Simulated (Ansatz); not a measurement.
Input and command of a calculation in Ansatz (plane waves; scalar-relativistic PAW potentials unless the input names others):

```yaml
crystal:
  lattice:
    - [2.7484293516, 0.0, 0.0]
    - [0.0, 2.7484293516, 0.0]
    - [0.0, 0.0, 2.7484293516]
  atoms:
    - { symbol: Al, position: [0.0, 0.0, 0.0] }
    - { symbol: Ni, position: [0.5, 0.5, 0.5] }
basis:
  ecutwfc: 420
kpoints:
  mp_grid: { grid: [16, 16, 16] }
hamiltonian:
  xc: pbe
scf:
  occupations: { method: gaussian, width: 0.15 }
output:
  forces: true
  eigenvalues: true
  stress: true
```

```bash
ansatz run input.yaml --threads 2 --pin off --max-ram 5120MiB --backend cpu --events-out ev --progress --plain --runs-dir out
```

Abridged log:
```
Pseudopotentials: kind: paw
Pseudopotential: Al, paw, valence charge 3, recommended cutoff 420 eV (normal)
Pseudopotential: Ni, paw, valence charge 18, recommended cutoff 420 eV (normal)
Functional definition: PBE
Crystal: 2 atoms, lattice volume = 20.761 Å³
Basis set: ecut = 420 eV, 437 PW (Γ), exchange–correlation on 40×40×40 points (8 copies of the dense FFT grid, shifted against one another)
Bands: 15, of which v1, the nominal top of the filled ones, is band 11 counted from 1 (10 counted from 0)
Symmetry: 48 space group operations
Space group: Pm-3m (ITA 221), of the structure as read, at distance tolerance 2.7e-5 Å
k-points: 165 of 4096
Initial density: superposition of atomic densities (neutral atoms: chi_scale 0, normalization atom), corrected by the library's trained network
Initial wavefunctions: pseudopotential atomic-orbital guess
Functional: x = pbe(κ = 0.804, μ = 0.21951497), c = pbe(β = 0.06672455)
SCF iter   1: F=—  HF=-6378.214911 eV  |F-HF|=—  |Δ(HF+E_count)|=         —  Δρ=7.74e-3  dr2=7.59e-3  ethr=1.77e-3  ⟨swp⟩=4.7  Hψ=11282  notcnv=0
SCF iter   2: F=—  HF=-6378.214307 eV  |F-HF|=—  |Δ(HF+E_count)|=   6.04e-4  Δρ=4.13e-3  dr2=2.56e-3  ethr=3.62e-5  ⟨swp⟩=1.1  Hψ=3808  notcnv=0
SCF iter   3: F=—  HF=-6378.213948 eV  |F-HF|=—  |Δ(HF+E_count)|=   3.59e-4  Δρ=6.69e-4  dr2=6.09e-5  ethr=1.22e-5  ⟨swp⟩=1.1  Hψ=2432  notcnv=0  defer=8
SCF iter   4: F=—  HF=-6378.214039 eV  |F-HF|=—  |Δ(HF+E_count)|=   9.09e-5  Δρ=1.39e-4  dr2=1.16e-6  ethr=2.90e-7  ⟨swp⟩=2.3  Hψ=3773  notcnv=0  defer=8
SCF iter   5: F=-6378.214039 eV  HF=-6378.214039 eV  |F-HF|=8.83e-9  |Δ(HF+E_count)|=   2.80e-7  Δρ=1.08e-5  dr2=7.33e-9  ethr=5.54e-9  ⟨swp⟩=2.2  Hψ=3493  notcnv=0  defer=8
SCF iter   6: F=-6378.214039 eV  HF=-6378.214039 eV  |F-HF|=1.09e-11  |Δ(HF+E_count)|=   3.37e-9  Δρ=9.47e-7  dr2=3.86e-11  ethr=3.49e-11  ⟨swp⟩=3.2  Hψ=8962  notcnv=0
SCF 1 converged in 6 iterations: F = -6378.214039 eV  dr2 = 3.86e-11
SCF converged after 6 iterations
Free energy (F): -6378.214039 eV
Harris-Foulkes:  -6378.214039 eV  (|F-HF|=1.09e-11)
Internal energy: -6378.206280 eV  (E = F + TS)
E sigma→0 (E₀):  -6378.210160 eV
Entropy (-TS):   -0.007759 eV (-3.880 meV/atom)
Fermi energy:    16.573160 eV
--- Forces (eV/Å), atoms counted from 1 ---
  atom   1  Al     0.00000000     0.00000000     0.00000000
  atom   2  Ni     0.00000000     0.00000000     0.00000000
--- Stress (GPa, compression-positive) ---
       34.205820       0.000000       0.000000
        0.000000      34.205820       0.000000
        0.000000       0.000000      34.205820
  P = ⅓ Tr σ = 34.2058 GPa (342.058 kbar)
```

Apart from outputs and empty bands, the input differs from a reference run on usual settings in kpoints.mp_grid.grid: [20, 20, 20] → [16, 16, 16]. The reference, at the same geometry (not necessarily relaxed), gave pressure 34.22 GPa, largest force 0.000 eV/Å, no gap on the mesh. This run converged in 6 SCF iterations (reference: 6) with an energy at zero smearing 0.71 meV/atom below the reference's, pressure 34.21 GPa, largest force 0.000 eV/Å, no gap on the mesh. Its k mesh is looser than usual, yet energy, pressure and forces hardly moved.

The run took 1.1 s on 2 threads of Arm Neoverse V2, with other jobs on the host, peak memory 0.32 GiB.